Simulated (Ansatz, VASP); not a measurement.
CdS (Greenockite): VASP beside Ansatz

```xyz
4
Lattice="4.1500 0.0000 0.0000 -2.0750 3.5940 0.0000 0.0000 0.0000 6.7370" Properties=species:S:1:pos:R:3 pbc="T T T"
Cd    0.0000    2.3960    0.0000
Cd    2.0750    1.1980    3.3685
S     0.0000    2.3960    2.5264
S     2.0750    1.1980    5.8949
```

Alike in both runs: task single point; functional PBE; k mesh 6 × 6 × 4; no spin polarisation.

|  | VASP | Ansatz |
| --- | --- | --- |
| version | VASP 6.6.1 | Ansatz 0.2.0 |
| potentials or method | VASP PAW PBE potentials, release 64 (Cd, S) | plane waves, PAW |
| plane-wave cutoff (eV) | 520 | 475 |
| occupations | gaussian, width 0.01 eV | fixed |
| valence electrons in the cell | 36 | 52 |

|  | VASP | Ansatz | Ansatz less VASP |
| --- | --- | --- | --- |
| pressure (GPa) | 2.4 | 2.1 | -0.35 |
| largest component of the traceless stress (GPa) | 0.43 | 0.42 | -0.014 |

The two sets of potentials don't hold the same shells in valence.
